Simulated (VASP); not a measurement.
Set up this calculation in VASP 6.6.1, as the native input.

- Task: single point
- Functional: PBE
- Potentials or basis: VASP PAW PBE potentials, release 64 (Sn_d, O)
- Cutoff: 520 eV
- k mesh: 7 × 7 × 6
- Occupations: gaussian, width 0.03 eV
- Spin: no spin polarisation
- Further INCAR settings: ALGO = Normal; EDIFF = 1e-06; NBANDS = 28

The structure of SnO lies in POSCAR:

```
SnO
1.0
    3.8136952200      0.0000000000      0.0000000000
    0.0000000000      3.8136952200      0.0000000000
    0.0000000000      0.0000000000      4.8869133000
Sn O
2 2
Direct
    0.5000000000      0.0000000000      0.7646261400
    0.0000000000      0.5000000000      0.2353738600
    0.0000000000      0.0000000000      0.0000000000
    0.5000000000      0.5000000000      0.0000000000
```

The cell is a database's computed one.

The input as run:

INCAR

```
SYSTEM = SnO
  ALGO = Normal
  EDIFF = 1E-6
  ENCUT = 520
  GGA = PE
  ISIF = 2
  ISMEAR = 0
  LASPH = .TRUE.
  LCHARG = .FALSE.
  LREAL = .FALSE.
  LWAVE = .FALSE.
  NBANDS = 28
  NELM = 60
  PREC = Accurate
  SIGMA = 0.03
```

KPOINTS

```
k-points
0
G
  7 7 6
  0 0 0
```

Potentials or basis: VASP PAW PBE potentials, release 64 (Sn_d, O).

Command:

```bash
$ cat potpaw_PBE.64/Sn_d/POTCAR potpaw_PBE.64/O/POTCAR > POTCAR
$ mpirun -np 1 vasp_std > vasp.out
```

Results of the run:

```yaml
Pressure: 3.8 GPa
Largest_force: 0.455 eV/Å
Band_gap_on_the_k_mesh: 0.38 eV, indirect (least direct gap 2.05 eV)
```

Caveat: spin-orbit coupling is left out, which moves the levels of the heavy elements; an odd mesh through Γ misses points on the zone boundary, where band edges often lie.

Run time: 29 s on 1 thread of Intel(R) Xeon(R) 6975P-C (Granite Rapids), on a shared host, peak memory 0.2 GiB.
